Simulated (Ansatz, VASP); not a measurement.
**MgS: VASP beside Ansatz**

The input POSCAR:

```
MgS
1.0
    0.0000000000      2.6015179370      2.6015179370
    2.6015179370      0.0000000000      2.6015179370
    2.6015179370      2.6015179370      0.0000000000
Mg S
1 1
Direct
    0.0000000000      0.0000000000      0.0000000000
    0.5000000000      0.5000000000      0.5000000000
```

The input INCAR.step1:

```
SYSTEM = MgS
PREC     = Accurate       ! precision mode
ENCUT    = 520            ! plane-wave cutoff, eV
ISMEAR   = 0              ! smearing method
SIGMA    = 0.01           ! smearing width, eV
LREAL    = .False.        ! projectors in reciprocal space
LASPH    = .True.         ! aspherical terms in the spheres
NELM     = 60             ! most SCF steps
NBANDS   = 11             ! bands
GGA      = PE             ! functional
ALGO     = Normal         ! electronic algorithm
EDIFF    = 1E-4           ! SCF threshold, eV
LWAVE    = .True.         ! write WAVECAR
LCHARG   = .False.        ! write CHGCAR
```

The input INCAR.step2:

```
SYSTEM = MgS
PREC     = Accurate       ! precision mode
ENCUT    = 520            ! plane-wave cutoff, eV
EDIFF    = 1E-6           ! SCF threshold, eV
ISMEAR   = 0              ! smearing method
SIGMA    = 0.01           ! smearing width, eV
LREAL    = .False.        ! projectors in reciprocal space
LASPH    = .True.         ! aspherical terms in the spheres
NELM     = 60             ! most SCF steps
ALGO     = Normal         ! electronic algorithm
ISIF     = 2              ! what is computed and relaxed
LWAVE    = .False.        ! write WAVECAR
LCHARG   = .True.         ! write CHGCAR
METAGGA  = R2SCAN         ! meta-GGA
LMIXTAU  = .True.       
LELF     = .True.         ! ELF
LVHAR    = .True.       
NBANDS   = 11             ! bands
ISTART   = 1
```

File KPOINTS:

```
regular mesh
0
Gamma
  6 6 6
  0 0 0
```

Input for Ansatz:

```yaml
crystal:
  lattice:
    - [0.0, 2.601517937, 2.601517937]
    - [2.601517937, 0.0, 2.601517937]
    - [2.601517937, 2.601517937, 0.0]
  atoms:
    - { symbol: Mg, position: [0.0, 0.0, 0.0] }
    - { symbol: S, position: [0.5, 0.5, 0.5] }
kpoints:
  mp_grid: { grid: [6, 6, 6] }
hamiltonian:
  xc: r2scan
scf:
  occupations: { method: fixed }
output:
  optics:
    e_range: [0, 16]
    de: 0.05
    sigma: 0.1
    bands: { spectra_wanted_up_to: 16 }
  write_density: true
  write_potential: true
  elf: true
  volumetric_format: npy
```

Alike in both runs: task single point; functional r2SCAN; k mesh 6 × 6 × 6; no spin polarisation.

|  | VASP | Ansatz |
| --- | --- | --- |
| version | VASP 6.6.1 | Ansatz 0.2.0 |
| potentials or method | VASP PAW PBE potentials, release 64 (Mg, S) | plane waves, PAW |
| plane-wave cutoff (eV) | 520 | 500 |
| occupations | gaussian, width 0.01 eV | fixed |
| valence electrons in the cell | 8 | 16 |

```csv
,VASP,Ansatz,Ansatz less VASP
gap on the k mesh at the Fermi level (eV),3.43,3.46,+0.028
```

The two sets of potentials don't hold the same shells in valence.

Caveats: the PAW data sets were made with another functional, which shifts forces and pressure a little (VASP). r2SCAN opens gaps a little over a GGA but as a rule still falls short of measured ones. A k mesh can miss the band edges.
